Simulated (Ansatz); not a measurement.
RbBr in the wurtzite structure (it has left that coordination), relaxed with r2SCAN, was run in Ansatz 0.2.0 under altered settings. All numbers are computed, without spin polarisation but where a row says otherwise.

```
Rb Br
1.0
     5.89014    0.00000    0.00000
    -2.94507    5.10101    0.00000
     0.00000    0.00000    6.87033
Rb Br
2 2
Cartesian
  0.0000 3.4007 -0.4294
  2.9451 1.7003 3.0058
  0.0000 3.4007 3.0058
  2.9451 1.7003 6.4409
```

The base run's other keys:
```yaml
kpoints:
  mp_grid: { grid: [3, 3, 2] }
hamiltonian:
  xc: hse06
scf:
  occupations: { method: fixed }
  n_extra_bands: 5
```

It takes 11 iterations with 4043 plane waves at 420 eV and 6 k points, and leaves a mean stress of +0.17 GPa. The gap over this mesh is 5.166 eV. It ran on 4 threads of Arm Neoverse N1, on a shared host.

Outcomes, with energy and stress as changes against the base:

| setting | outcome | ΔF (meV/atom) | Δ mean stress (GPa) | gap on the mesh (eV) | iterations | wall time |
| --- | --- | --- | --- | --- | --- | --- |
| PBE hybrid, exx coeff 0.4, omega 0.1 1/Å | converged | – | -0.1 | 6.408 | 15 | 22 s |
| PBE hybrid, exx coeff 0.3, omega 0.1 1/Å | converged | – | 0.0 | 5.809 | 13 | 19 s |
| scf.exx.max_outer_iter: 2 | converged | 0.0 | 0.0 | 5.166 | 13 | 18 s |
| scf.occupations: gaussian 0.5 | converged | 0.0 | 0.0 | 5.166 | 11 | 19 s |

A dash marks a value that wasn't obtained or can't be compared. Stress is positive in compression. The base took 18 s. The base's mesh is coarse for a hybrid, so its own values aren't converged.

- PBE hybrid, exx coeff 0.4, omega 0.1 1/Å. That is 40 % exact exchange, screened with ω = 0.1 1/Å, against HSE06's 25 % screened at 0.208 1/Å. The mean stress moves by -0.1 GPa and the gap on the mesh by +1.242 eV (to 6.408). Totals of different functionals aren't comparable. The program warns that on this mesh the truncation of the exchange isn't bounded, so part of the change can be an error of the mesh.
- PBE hybrid, exx coeff 0.3, omega 0.1 1/Å. That is 30 % exact exchange, screened with ω = 0.1 1/Å, against HSE06's 25 % screened at 0.208 1/Å. The mean stress moves by 0.0 GPa and the gap on the mesh by +0.643 eV (to 5.809). Totals of different functionals aren't comparable. The program warns that on this mesh the truncation of the exchange isn't bounded, so part of the change can be an error of the mesh.

Within 1 meV an atom, 0.1 GPa and 0.005 eV of the base stay: scf.exx.max_outer_iter: 2; scf.occupations: gaussian 0.5.

The runs are scalar-relativistic, without spin-orbit coupling.

The stress of a hybrid is loosely converged in these runs.

The meshes of the hybrids are coarse, so their gaps aren't converged to the digits shown.
